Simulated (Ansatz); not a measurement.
Hf:

```xyz
1
Lattice="0.0000 2.2200 2.2200 2.2200 0.0000 2.2200 2.2200 2.2200 0.0000" Properties=species:S:1:pos:R:3 pbc="T T T"
Hf    0.0000    0.0000    0.0000
```

This isn't the form of Hf at room conditions, which is hcp.

Base run:

- Program: Ansatz 0.2.0
- Functional: PBEsol
- Potentials or basis: all-electron LAPW, scalar-relativistic
- Cutoff: 211 eV (chosen from the basis error)
- Basis error allowed: 0.001 eV/atom
- k mesh: 10 × 10 × 10
- Occupations: fermi-dirac, width 0.05 eV
- Spin: no spin polarisation

Its results: pressure -1.7 GPa.

Problem. After a change of settings the same cell gave: pressure 2.1 GPa. Which change was it?
A. potentials or basis from all-electron LAPW, scalar-relativistic to all-electron LAPW, inner shells corrected to Dirac's equation
B. potentials or basis from all-electron LAPW, scalar-relativistic to all-electron PAW datasets made for the crystal
C. potentials or basis from all-electron LAPW, scalar-relativistic to all-electron LAPW, non-relativistic

Solution. C.

Caveats: relativity is left out, which matters for the heavier elements (some runs).

The runs don't all hold the same shells in valence.
